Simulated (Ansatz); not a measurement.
# What moves the field gradients of SiO2?

Cell of run 1: a computed structure from the Materials Project (it need not be an observed phase), atoms as given.

Space group I4/mmm (No. 139); a = 13.0341, c = 5.2481 Å.

```csv
site,Wyckoff,site symmetry,x,y,z
Si,16l,m..,0.3813,0.2102,0.0000
O9,16k,..2,0.8571,0.6429,0.2500
O17,8j,m2m.,0.5000,0.2430,0.0000
O21,8h,m.2m,0.3133,0.3133,0.0000
```

One atom of each set is listed; the run and its k-mesh use a cell of 24 atoms with edges of 9.58, 9.58, 9.58 Å.

All runs are DFT with Ansatz 0.2.0 (plane waves and PAW, scalar-relativistic unless spin–orbit coupling is named, Γ-centred meshes, Fermi–Dirac smearing where given) in this cell.

Run 1: PBE, atoms as given; 420 eV, 5×5×5 k-points, smearing 0.02 eV.
Run 2: r2SCAN, atoms as given; 500 eV, 5×5×5 k-points, smearing 0.02 eV.
Run 3: PBE, gradients read without the response of the cores, atoms as given; 420 eV, 5×5×5 k-points, smearing 0.02 eV.

```json
{"run": "1", "O9 V_zz (η)": "9.57 (0.12)", "O17 V_zz (η)": "9.54 (0.18)", "O21 V_zz (η)": "9.71 (0.07)"}
{"run": "2", "O9 V_zz (η)": "9.45 (0.13)", "O17 V_zz (η)": "9.44 (0.18)", "O21 V_zz (η)": "9.56 (0.07)"}
{"run": "3", "O9 V_zz (η)": "?", "O17 V_zz (η)": "?", "O21 V_zz (η)": "?"}
```

V_zz in 10²¹ V/m²; 3 of the 4 sets of like atoms are followed.

Task: Estimate the row of run 3.

Result: O9: 9.89 (0.12); O17: 9.85 (0.18); O21: 10.03 (0.07). It lies nearest to run 1, from whose tensors on these sites it differs by 0.32 at most (largest principal value of the difference, on O21). Taken one at a time, the response of the cores moves the tensors on these sites by up to 0.32 (largest principal value of the change, on O21), the functional (r2SCAN with its higher cutoff) by 0.15 (O21).

In runs 1, 3 the atoms aren't at the calculated equilibrium (largest force 0.29, 0.29 eV/Å).
